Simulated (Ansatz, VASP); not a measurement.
# PtS2 in VASP and in Ansatz

```
CELL_PARAMETERS angstrom
3.36604 0.00000 0.00000
-1.68302 2.91508 0.00000
0.00000 0.00000 5.29074
ATOMIC_POSITIONS crystal
Pt 0.00000 0.00000 0.00000
S 0.33333 0.66667 0.25000
S 0.66667 0.33333 0.75000
```

Change from the starting cell: strain -0.050 along x and y, +0.050 along z, atoms carried along.

Alike in both runs: task single point; functional LDA; k mesh 12 × 12 × 8; occupations gaussian, width 0.05 eV; no spin polarisation.

|  | VASP | Ansatz |
| --- | --- | --- |
| version | VASP 6.6.1 | Ansatz 0.2.0 |
| potentials or method | VASP PAW LDA potentials, release 64 (Pt, S) | scalar-relativistic, plane waves, PAW |
| plane-wave cutoff (eV) | 520 | 420 |
| valence electrons in the cell | 22 | 30 |

|  | VASP | Ansatz | Ansatz less VASP |
| --- | --- | --- | --- |
| gap on the k mesh at the Fermi level (eV) | 0.67 | 0.67 | -0.004 |
| least direct gap on the mesh (eV) | 0.87 | 0.87 | -0.002 |
| pressure (GPa) | 6.2 | 6.3 | +0.08 |
| largest component of the traceless stress (GPa) | 8.44 | 8.49 | +0.055 |
| rms of the force components (eV/Å) | 0.121 | 0.122 | +0.0011 |

Atom by atom the forces differ by 0.001 eV/Å (rms over components). The two sets of potentials don't hold the same shells in valence.

Caveats: spin-orbit coupling is left out, which moves the levels of the heavy elements; the cell's inner coordinates are idealised or old, which leaves forces on the atoms. A k mesh can miss the band edges.
